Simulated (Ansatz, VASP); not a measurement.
## Two plane-wave programs on I

```xyz
1
Lattice="-2.0560 2.0834 2.1450 2.0433 -2.0539 2.1027 2.0827 2.0806 -2.1155" Properties=species:S:1:pos:R:3 pbc="T T T"
I     0.0159    0.0071    0.0256
```

Change from the starting cell: cell strained at random at fixed volume.

Alike in both runs: task single point; functional PBE; k mesh 9 × 9 × 9; occupations fermi-dirac, width 0.05 eV; no spin polarisation.

```csv
,VASP,Ansatz
version,VASP 6.6.1,Ansatz 0.2.0
potentials or method,"VASP PAW PBE potentials, release 64 (I)",Ansatz PAW
plane-wave cutoff (eV),520,420
valence electrons in the cell,7,17
```

Ansatz gave:

| Property | Result |
| --- | --- |
| gap on the k mesh at the Fermi level (eV) | none |
| pressure (GPa) | -0.2 |
| largest component of the traceless stress (GPa) | 0.79 |

Task: Estimate VASP's values.

Result: gap on the k mesh at the Fermi level (eV): none; pressure (GPa): -0.2; largest component of the traceless stress (GPa): 0.80.

A gap of «none» marks a metal or a gap that the smearing closes. The functional is the same, so the differences come from potentials, cutoffs and numerics. The two sets of potentials don't hold the same shells in valence.

Caveats: an odd number of electrons without spin polarisation forces a metal; a magnetic or distorted state may lie lower. Spin-orbit coupling is left out, which matters for the levels of I.
